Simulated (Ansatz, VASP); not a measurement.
# SnSe3 in VASP and in Ansatz

```
CELL_PARAMETERS angstrom
6.22508 0.00000 0.00000
-3.11254 5.39108 0.00000
0.00000 0.00000 5.52135
ATOMIC_POSITIONS crystal
Sn 0.33333 0.66667 0.25000
Sn 0.66667 0.33333 0.75000
Se 0.82193 0.64386 0.25000
Se 0.17807 0.82193 0.75000
Se 0.35614 0.17807 0.25000
Se 0.17807 0.35614 0.75000
Se 0.82193 0.17807 0.25000
Se 0.64386 0.82193 0.75000
```

Alike in both runs: functional PBE; k mesh 3 × 3 × 4; occupations gaussian, width 0.1 eV; no spin polarisation.

Ansatz relaxed the structure, and its values are those at the end. VASP's run is a single point on that final structure, the one shown.

|  | VASP | Ansatz |
| --- | --- | --- |
| version | VASP 6.6.1 | Ansatz 0.2.0 |
| potentials or method | VASP PAW PBE potentials, release 64 (Sn_d, Se) | scalar-relativistic, plane waves, PAW |
| plane-wave cutoff (eV) | 520 | 420 |
| valence electrons in the cell | 64 | 124 |

|  | VASP | Ansatz | Ansatz less VASP |
| --- | --- | --- | --- |
| gap on the k mesh at the Fermi level (eV) | none | none | - |
| pressure (GPa) | 0.1 | 0.1 | -0.01 |
| rms of the force components (eV/Å) | 0.004 | 0.005 | +0.0006 |

A gap of «none» marks a metal or a gap that the smearing closes. With one functional, cell and mesh, what is left measures potentials, basis and numerics. The two sets of potentials don't hold the same shells in valence.

Caveats: the k mesh is coarse (spacing up to 0.39 Å⁻¹), so the values aren't converged.
